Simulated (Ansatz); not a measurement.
## SiC: symmetry broken, then relaxed

Computed with DFT r2SCAN, scalar-relativistic, plane waves, PAW (Ansatz). The runs took a 500 eV cutoff, a Γ-centred 8×8×8 mesh and Gaussian smearing (0.05 eV). No spin polarisation. Energies are free energies at this smearing, counted from the undisturbed cell; pressure is positive in compression.

The starting cell (relaxed at this level):

```
Si C
1.0
     0.00000    2.17814    2.17814
     2.17814    0.00000    2.17814
     2.17814    2.17814    0.00000
Si C
1 1
Direct
  0.00000 0.00000 0.00000
  0.75000 0.75000 0.75000
```

The atoms are displaced (Å, in the unstrained cell):

| atom | ux | uy | uz |
| --- | --- | --- | --- |
| Si1 | -0.169 | -0.558 | 0.113 |
| C2 | 0.169 | 0.558 | -0.113 |

Cell and atoms are then relaxed.

Does the relaxation return to the undisturbed structure?

Yes (up to a choice of domain or origin): same space group and volume, and an energy 0.0 meV/atom from it. The disturbance itself cost 2129.4 meV/atom. The final space group reads F-43m (tolerance 0.05 Å) and the volume changes by 0.00 %.

Final structure:

```xyz
2
Lattice="-0.4510 1.5402 2.6292 2.1782 0.0000 2.1782 2.6292 1.5402 -0.4510" Properties=species:S:1:pos:R:3 pbc="T T T"
Si    2.2441    1.1552   -0.0660
C     1.0231    1.1552    3.3332
```

The relaxation, step by step (energy from the first step; small jumps at an unchanged geometry come where the plane waves are selected anew for the new cell):

```
step  ΔE (meV/atom) largest force component (eV/Å) pressure (GPa)
   1            0.0                           8.253           50.48
   2         -461.6                           5.042           23.47
   3         -913.4                           2.760            4.46
   4        -1312.3                           1.862           -4.65
   5        -1591.7                           1.746           -6.17
   6        -1826.3                           0.688           -2.17
   7        -1952.8                           0.446            3.06
   8        -2027.5                           0.332            2.01
   9        -2082.6                           0.112            3.45
  10        -2105.0                           0.018            0.57
  11        -2106.0                           0.001           -0.04
  12        -2127.5                           0.000            1.63
  13        -2129.4                           0.000            0.36
  14        -2129.4                           0.000            0.02
  15        -2129.4                           0.000            0.02
```

Frames along the relaxation (Å, eV/Å):

```xyz
2
Lattice="0.000 2.178 2.178 2.178 0.000 2.178 2.178 2.178 0.000" Properties=species:S:1:pos:R:3:forces:R:3 pbc="T T T" step=1
Si   -0.169   -0.558    0.113    2.020   -0.498    8.253
C     3.436    3.825    3.154   -2.020    0.498   -8.253
2
Lattice="-0.023 2.118 2.267 2.239 0.002 2.242 2.260 2.114 -0.019" Properties=species:S:1:pos:R:3:forces:R:3 pbc="T T T" step=2
Si   -0.173   -0.549    0.138   -0.127   -0.637    5.042
C     3.530    3.725    3.229    0.127    0.637   -5.042
2
Lattice="-0.031 2.016 2.334 2.301 0.003 2.301 2.323 2.004 -0.019" Properties=species:S:1:pos:R:3:forces:R:3 pbc="T T T" step=3
Si   -0.194   -0.541    0.184   -1.781   -0.869    2.760
C     3.639    3.558    3.277    1.781    0.869   -2.760
2
Lattice="-0.043 1.910 2.380 2.334 0.001 2.337 2.361 1.893 -0.026" Properties=species:S:1:pos:R:3:forces:R:3 pbc="T T T" step=4
Si   -0.235   -0.534    0.242   -1.862   -0.419    1.352
C     3.724    3.387    3.276    1.862    0.419   -1.352
2
Lattice="-0.093 1.802 2.438 2.339 0.001 2.344 2.415 1.784 -0.075" Properties=species:S:1:pos:R:3:forces:R:3 pbc="T T T" step=5
Si   -0.263   -0.488    0.278   -1.746    0.309    0.850
C     3.759    3.179    3.252    1.746   -0.308   -0.850
2
Lattice="-0.126 1.693 2.472 2.340 0.001 2.345 2.455 1.681 -0.114" Properties=species:S:1:pos:R:3:forces:R:3 pbc="T T T" step=6
Si   -0.305   -0.442    0.327   -0.688    0.678   -0.189
C     3.806    2.972    3.201    0.688   -0.678    0.189
2
Lattice="-0.184 1.611 2.508 2.319 0.002 2.322 2.505 1.612 -0.185" Properties=species:S:1:pos:R:3:forces:R:3 pbc="T T T" step=7
Si   -0.330   -0.397    0.346   -0.132   -0.252   -0.446
C     3.810    2.816    3.138    0.132    0.252    0.446
2
Lattice="-0.258 1.589 2.543 2.281 0.001 2.284 2.541 1.589 -0.258" Properties=species:S:1:pos:R:3:forces:R:3 pbc="T T T" step=8
Si   -0.343   -0.391    0.356   -0.159   -0.266   -0.332
C     3.766    2.776    3.070    0.159    0.266    0.332
2
Lattice="-0.341 1.565 2.564 2.228 0.000 2.224 2.567 1.564 -0.339" Properties=species:S:1:pos:R:3:forces:R:3 pbc="T T T" step=9
Si   -0.364   -0.393    0.365    0.080    0.082   -0.112
C     3.704    2.739    2.972   -0.080   -0.081    0.112
2
Lattice="-0.411 1.549 2.603 2.193 0.000 2.192 2.604 1.549 -0.411" Properties=species:S:1:pos:R:3:forces:R:3 pbc="T T T" step=10
Si   -0.377   -0.388    0.377    0.010    0.017   -0.018
C     3.666    2.711    2.911   -0.010   -0.017    0.018
2
Lattice="-0.428 1.545 2.612 2.184 0.000 2.184 2.612 1.545 -0.428" Properties=species:S:1:pos:R:3:forces:R:3 pbc="T T T" step=11
Si   -0.380   -0.386    0.380    0.001    0.000    0.000
C     3.656    2.704    2.896   -0.001    0.000    0.000
2
Lattice="-0.428 1.545 2.612 2.184 0.000 2.184 2.612 1.545 -0.428" Properties=species:S:1:pos:R:3:forces:R:3 pbc="T T T" step=12
Si   -0.380   -0.386    0.380    0.000    0.000    0.000
C     3.656    2.704    2.896    0.000    0.000    0.000
2
Lattice="-0.448 1.540 2.627 2.178 0.000 2.178 2.627 1.540 -0.448" Properties=species:S:1:pos:R:3:forces:R:3 pbc="T T T" step=13
Si   -0.384   -0.385    0.384    0.000    0.000    0.000
C     3.652    2.696    2.883    0.000    0.000    0.000
2
Lattice="-0.451 1.540 2.629 2.178 0.000 2.178 2.629 1.540 -0.451" Properties=species:S:1:pos:R:3:forces:R:3 pbc="T T T" step=14
Si   -0.385   -0.385    0.385    0.000    0.000    0.000
C     3.652    2.695    2.882    0.000    0.000    0.000
2
Lattice="-0.451 1.540 2.629 2.178 0.000 2.178 2.629 1.540 -0.451" Properties=species:S:1:pos:R:3:forces:R:3 pbc="T T T" step=15
Si   -0.385   -0.385    0.385    0.000    0.000    0.000
C     3.652    2.695    2.882    0.000    0.000    0.000
```

Cost: 3 runs of about 7.1 core-minutes in all, on Intel Xeon Processor @ 2.50GHz (Skylake/Cascade Lake) (shared hosts).